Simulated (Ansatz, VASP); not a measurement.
**Ru: VASP beside Ansatz**

Contents of INCAR:

```
SYSTEM = Ru
ALGO = Fast
EDIFF = 1E-6
ENCUT = 520
GGA = PS
ISIF = 2
ISMEAR = 0
LASPH = .True.
LCHARG = .True.
LELF = .True.
LREAL = .False.
LVHAR = .True.
LWAVE = .False.
NBANDS = 21
NELM = 80
PREC = Accurate
SIGMA = 0.15
```

The input KPOINTS:

```
k-points
0
Gamma
  18 18 10
  0 0 0
```

File POSCAR:

```
Ru
1.0
    2.6144000000      0.0000000000      0.0000000000
   -1.3072000000      2.2641368157      0.0000000000
    0.0000000000      0.0000000000      4.6606000000
Ru
2
Direct
    0.3333333333      0.6666666667      0.2500000000
    0.6666666667      0.3333333333      0.7500000000
```

Input for Ansatz:

```yaml
crystal:
  lattice:
    - [2.6144, 0.0, 0.0]
    - [-1.3072, 2.2641368157, 0.0]
    - [0.0, 0.0, 4.6606]
  atoms:
    - { symbol: Ru, position: [0.3333333333, 0.6666666667, 0.25] }
    - { symbol: Ru, position: [0.6666666667, 0.3333333333, 0.75] }
basis:
  ecutwfc: 420
kpoints:
  mp_grid: { grid: [18, 18, 10] }
hamiltonian:
  xc: pbesol
  pseudopotentials: { kind: paw, azcp: { folder: soft_1 } }
scf:
  occupations: { method: gaussian, width: 0.15 }
output:
  forces: true
  stress: true
  eigenvalues: true
```

Alike in both runs: task single point; functional PBEsol; k mesh 18 × 18 × 10; occupations gaussian, width 0.15 eV; no spin polarisation.

```csv
,VASP,Ansatz
version,VASP 6.6.1,Ansatz 0.2.0
potentials or method,"VASP PAW PBE potentials, release 64 (Ru_pv)","scalar-relativistic, plane waves, PAW"
plane-wave cutoff (eV),520,420
valence electrons in the cell,28,32
```

```tsv
	VASP	Ansatz	Ansatz less VASP
gap on the k mesh at the Fermi level (eV)	none	none	-
pressure (GPa)	-6.9	-6.9	+0.03
largest component of the traceless stress (GPa)	35.65	35.72	+0.069
```

A gap of «none» marks a metal or a gap that the smearing closes. The two sets of potentials don't hold the same shells in valence. Ansatz warned: «pseudo_functional_mismatch».

Caveats: the PAW data sets were made with another functional, which shifts forces and pressure a little (VASP).
